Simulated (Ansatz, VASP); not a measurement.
**Ge: VASP beside Ansatz**

```
CELL_PARAMETERS angstrom
1.39715 -2.60052 0.00000
1.39715 2.60052 0.00000
0.00000 0.00000 2.69823
ATOMIC_POSITIONS crystal
Ge 0.50000 0.50000 0.00000
```

This isn't the form of Ge at room conditions, which is diamond.

Alike in both runs: functional BLYP; k mesh 11 × 11 × 10; occupations fermi-dirac, width 0.05 eV; no spin polarisation.

|  | VASP | Ansatz |
| --- | --- | --- |
| version | VASP 6.6.1 | Ansatz 0.2.0 |
| potentials or method | VASP PAW PBE potentials, release 64 (Ge_d) | Ansatz PAW |
| plane-wave cutoff (eV) | 520 | 420 |
| valence electrons in the cell | 14 | 14 |
| task | single point | band structure |

Ansatz gave:

- gap on the k mesh at the Fermi level (eV): none
- pressure (GPa): 5.4
- largest component of the traceless stress (GPa): 1.98

Task: Estimate VASP's values.

Result: gap on the k mesh at the Fermi level (eV): none; pressure (GPa): 5.5; largest component of the traceless stress (GPa): 2.02.

A gap of «none» marks a metal or a gap that the smearing closes.

Caveats: the PAW data sets were made with another functional, which shifts forces and pressure a little (VASP); the PAW data sets come from PBE, with cores solved anew for the run's functional, which leaves a small shift of forces and pressure (Ansatz).
